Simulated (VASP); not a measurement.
Set up this calculation in VASP 6.6.1, as the native input.

* Task: single point
* Functional: PBE
* Potentials or basis: VASP PAW PBE potentials, release 64 (Ga_d, As)
* Cutoff: 520 eV
* k mesh: 8 × 8 × 8
* Occupations: gaussian, width 0.02 eV
* Spin: non-collinear spin, zero start, spin-orbit coupling
* Starting moments: [[0.0, 0.0, 0.0], [0.0, 0.0, 0.0]] μB
* Further INCAR settings: ALGO = Fast; EDIFF = 1e-07; NBANDS = 30

The structure of GaAs lies in POSCAR:

```
GaAs
1.0
    0.0000000000      2.8406325000      2.8406325000
    2.8406325000      0.0000000000      2.8406325000
    2.8406325000      2.8406325000      0.0000000000
Ga As
1 1
Direct
    0.0000000000      0.0000000000      0.0000000000
    0.2500000000      0.2500000000      0.2500000000
```

The cell was built by a generator and isn't the measured one.

These files were run (other wordings do the same):

INCAR

```
SYSTEM = GaAs
PREC = Accurate ; ENCUT = 520
EDIFF = 1E-7 ; ISMEAR = 0
SIGMA = 0.02 ; LREAL = .FALSE.
LASPH = .TRUE. ; NELM = 60
ALGO = Fast ; ISIF = 2
LWAVE = .FALSE. ; LCHARG = .TRUE.
MAGMOM = 0 0 0 0 0 0 ; LORBIT = 11
LSORBIT = .TRUE. ; GGA_COMPAT = .FALSE.
GGA = PE ; LVHAR = .TRUE.
NBANDS = 30
```

KPOINTS

```
regular mesh
0
G
  8 8 8
  0 0 0
```

Potentials or basis: VASP PAW PBE potentials, release 64 (Ga_d, As).

The run is started by

```bash
$ cat potpaw_PBE.64/Ga_d/POTCAR potpaw_PBE.64/As/POTCAR > POTCAR
$ mpirun -np 1 vasp_ncl > vasp.out
```

It gave:

* Pressure: 2.4 GPa
* Net moment: 0.00 μB per cell
* Valence electrons inside the program's atomic spheres: Ga 11.66; As 2.83

Run time: 4.7 min on 1 thread of AMD EPYC 7571, on a shared host, peak memory 0.29 GiB.
